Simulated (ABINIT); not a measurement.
Planning a run of ABINIT 10.8.3 on GaP (F-43m). The input:

```
acell 3*1.0 Angstrom
rprim 
  0.000000000000 2.725250000000 2.725250000000
  2.725250000000 0.000000000000 2.725250000000
  2.725250000000 2.725250000000 0.000000000000
ntypat 2
znucl 31 15
natom 2
typat 1 2
xred 
  0.000000000000 0.000000000000 0.000000000000
  0.250000000000 0.250000000000 0.250000000000
pp_dirpath "pseudos"
pseudos "Ga.upf, P.upf"
ecut 45
iscf -2
irdden 1
kptopt 0
nkpt 50
kpt 
  0.00000000 0.00000000 0.00000000
  -0.06250000 -0.06250000 0.00000000
  -0.12500000 -0.12500000 0.00000000
  -0.18750000 -0.18750000 0.00000000
  -0.25000000 -0.25000000 0.00000000
  -0.31250000 -0.31250000 0.00000000
  -0.37500000 -0.37500000 0.00000000
  -0.43750000 -0.43750000 0.00000000
  -0.50000000 -0.50000000 0.00000000
  -0.48437500 -0.48437500 0.03125000
  -0.46875000 -0.46875000 0.06250000
  -0.45312500 -0.45312500 0.09375000
  -0.43750000 -0.43750000 0.12500000
  -0.42187500 -0.42187500 0.15625000
  -0.40625000 -0.40625000 0.18750000
  -0.39062500 -0.39062500 0.21875000
  -0.37500000 -0.37500000 0.25000000
  -0.37500000 0.00000000 0.37500000
  -0.32812500 0.00000000 0.32812500
  -0.28125000 0.00000000 0.28125000
  -0.23437500 0.00000000 0.23437500
  -0.18750000 0.00000000 0.18750000
  -0.14062500 0.00000000 0.14062500
  -0.09375000 0.00000000 0.09375000
  -0.04687500 0.00000000 0.04687500
  0.00000000 0.00000000 0.00000000
  0.00000000 0.00000000 0.06250000
  0.00000000 0.00000000 0.12500000
  0.00000000 0.00000000 0.18750000
  0.00000000 0.00000000 0.25000000
  0.00000000 0.00000000 0.31250000
  0.00000000 0.00000000 0.37500000
  0.00000000 0.00000000 0.43750000
  -0.00000000 -0.00000000 0.50000000
  -0.06250000 -0.03125000 0.46875000
  -0.12500000 -0.06250000 0.43750000
  -0.18750000 -0.09375000 0.40625000
  -0.25000000 -0.12500000 0.37500000
  -0.31250000 -0.15625000 0.34375000
  -0.37500000 -0.18750000 0.31250000
  -0.43750000 -0.21875000 0.28125000
  -0.50000000 -0.25000000 0.25000000
  -0.50000000 -0.28125000 0.21875000
  -0.50000000 -0.31250000 0.18750000
  -0.50000000 -0.34375000 0.15625000
  -0.50000000 -0.37500000 0.12500000
  -0.50000000 -0.40625000 0.09375000
  -0.50000000 -0.43750000 0.06250000
  -0.50000000 -0.46875000 0.03125000
  -0.50000000 -0.50000000 0.00000000
istwfk *1
nband 20
nbdbuf 2
tolwfr 1e-08
nstep 40
prtwf 0
prtvol 0
indata_prefix "in"
outdata_prefix "out"
tmpdata_prefix "tmp"
```

```sh
OMP_NUM_THREADS=1 mpirun -n 4 abinit run.abi > log
```

Estimate wall time and host memory on 4 MPI ranks of Arm Neoverse V2, shared host.

It took 18 s; on shared hardware allow 9.1 s to 36 s. Peak host memory was 0.32 GiB.

[Paths, hosts, dates, memory and timing lines, banners, echoed tables and standing remarks are left out of the program output.]

[Logs are printed without paths, hosts, clocks, repeated set-up lines and the standing remarks that a program may print on its own settings, such as how far it seeks lower states.]

[Runs of the session that timed out or met a known fault of the program may be left out.]

[Hosts, paths, dates, database ids (printed as entryN), source tags and the programs' standing remarks are cut or masked in the printed files.]

[G0W0 gaps are taken among the corrected bands and points alone; a level outside them can change the order at an edge.]

[Where Ansatz stands beside ABINIT at settings called matched, ABINIT's density can come from a denser mesh and the files from another edition; pairs whose starting gaps differed by over 0.03 eV were left out, so agreement reads better than it is.]
